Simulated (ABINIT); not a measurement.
Here is an ABINIT 10.8.3 (patched build) calculation.

The input run.abi:

```
# Datasets: ground state, then fixed potential
ndtset 2

# Pseudopotentials
pp_dirpath "./"
pseudos "Mo.GGA_PBE-JTH.xml"

# Structure
acell 5.1839677754 5.1839677754 5.1839677754
rprim
    -0.5773502692     0.5773502692     0.5773502692
     0.5773502692    -0.5773502692     0.5773502692
     0.5773502692     0.5773502692    -0.5773502692
ntypat 1
znucl 42
natom 1
typat 1
xred
     0.0000000000     0.0000000000     0.0000000000

# Plane-wave basis
ecut 15.0
pawecutdg 30.0

# Exchange and correlation
ixc -144130

# Bands and occupations
occopt 3
tsmear 0.00183747

# SCF cycle
nstep 100

# Output
iomode 3
prtwf 0
prteig 0
prtebands 0
enunit 1
prtden1 1

# Dataset 1
kptopt1 1
ngkpt1 12 12 12
nshiftk1 1
shiftk1 0.0 0.0 0.0
nband1 11
tolvrs1 1.0e-9

# Dataset 2: bands along G-H-N-G-P-H
iscf2 -2
getden2 1
nband2 15
nbdbuf2 2
tolwfr2 1.0e-12
kptopt2 -5
ndivsm2 6
prteig2 1
prtvol2 -3
kptbounds2
     0.0000000000     0.0000000000     0.0000000000
     0.5000000000    -0.5000000000     0.5000000000
     0.0000000000     0.0000000000     0.5000000000
     0.0000000000     0.0000000000     0.0000000000
     0.2500000000     0.2500000000     0.2500000000
     0.5000000000    -0.5000000000     0.5000000000
```

Potentials or basis: JTH PAW PBE v2.0.

Command:

```sh
$ abinit run.abi > log 2>&1
```

What does it give for the band gap on the k mesh?

None (metal or under the smearing width).

Predict the pressure.

8.5 GPa.

Levels at the corners of the path, in eV from the Fermi level:
```csv
point,band 5,band 6,band 7,band 8,band 9,band 10
Γ,-7.13,-1.28,-1.28,-1.28,1.68,1.68
H,-5.25,-5.25,3.90,3.90,3.90,9.07
N,-5.16,-3.26,1.61,1.70,2.32,4.64
Γ,-7.13,-1.28,-1.28,-1.28,1.68,1.68
P,-2.54,-2.54,-2.54,2.44,2.44,9.51
H,-5.25,-5.25,3.90,3.90,3.90,9.07
```

Caveat: the PAW data sets were made with another functional, which shifts forces and pressure a little.
